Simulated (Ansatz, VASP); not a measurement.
**WS2 in VASP and in Ansatz**

Contents of INCAR:

```
PREC = Accurate ; ENCUT = 520
EDIFF = 1E-6 ; ISMEAR = 0
SIGMA = 0.1 ; LREAL = F
LASPH = T ; NELM = 60
ALGO = Normal ; ISIF = 2
LWAVE = F ; LCHARG = T
GGA = PE ; LELF = T
LVHAR = T ; NBANDS = 35
```

KPOINTS

```
regular mesh
0
Gamma
  6 6 4
```

File POSCAR:

```
WS2
1.0
    4.4770583100      0.0000000000      0.0000000000
   -2.2385291500      3.8772462300      0.0000000000
    0.0000000000      0.0000000000      7.1111484200
W S
2 4
Direct
    0.0000000000      0.0000000000      0.7851647800
    0.0000000000      0.0000000000      0.2148352200
    0.6183301300      0.0000000000      0.0000000000
    0.0000000000      0.6183301300      0.0000000000
    0.3816698700      0.3816698700      0.0000000000
    0.0000000000      0.0000000000      0.5000000000
```

Input for Ansatz:

```yaml
crystal:
  lattice:
    - [4.47705831, 0.0, 0.0]
    - [-2.23852915, 3.87724623, 0.0]
    - [0.0, 0.0, 7.11114842]
  atoms:
    - { symbol: W, position: [0.0, 0.0, 0.78516478] }
    - { symbol: W, position: [0.0, 0.0, 0.21483522] }
    - { symbol: S, position: [0.61833013, 0.0, 0.0] }
    - { symbol: S, position: [0.0, 0.61833013, 0.0] }
    - { symbol: S, position: [0.38166987, 0.38166987, 0.0] }
    - { symbol: S, position: [0.0, 0.0, 0.5] }
basis:
  ecutwfc: 420
kpoints:
  mp_grid: { grid: [6, 6, 4] }
hamiltonian:
  xc: pbe
scf:
  occupations: { method: gaussian, width: 0.1 }
  lower_state_search: "off"
output:
  forces: true
  stress: true
  eigenvalues: true
```

Alike in both runs: task single point; functional PBE; k mesh 6 × 6 × 4; occupations gaussian, width 0.1 eV; no spin polarisation.

|  | VASP | Ansatz |
| --- | --- | --- |
| version | VASP 6.6.1 | Ansatz 0.2.0 |
| potentials or method | VASP PAW PBE potentials, release 64 (W_sv, S) | scalar-relativistic, plane waves, PAW |
| plane-wave cutoff (eV) | 520 | 420 |
| valence electrons in the cell | 52 | 52 |

```tsv
	VASP	Ansatz	Ansatz less VASP
gap on the k mesh at the Fermi level (eV)	none	none	-
pressure (GPa)	26.7	26.7	-0.03
largest component of the traceless stress (GPa)	10.31	10.40	+0.084
rms of the force components (eV/Å)	2.022	2.042	+0.0200
```

Atom by atom the forces differ by 0.020 eV/Å (rms over components). A gap of «none» marks a metal or a gap that the smearing closes.

Caveats: so large a pressure means that the cell lies far from this level's equilibrium, or that cutoff or potentials fall short (VASP); forces of over 1 eV/Å show positions far from the minimum, so gaps and moduli don't describe the material at rest. Spin-orbit coupling is left out, which matters for the levels of W.
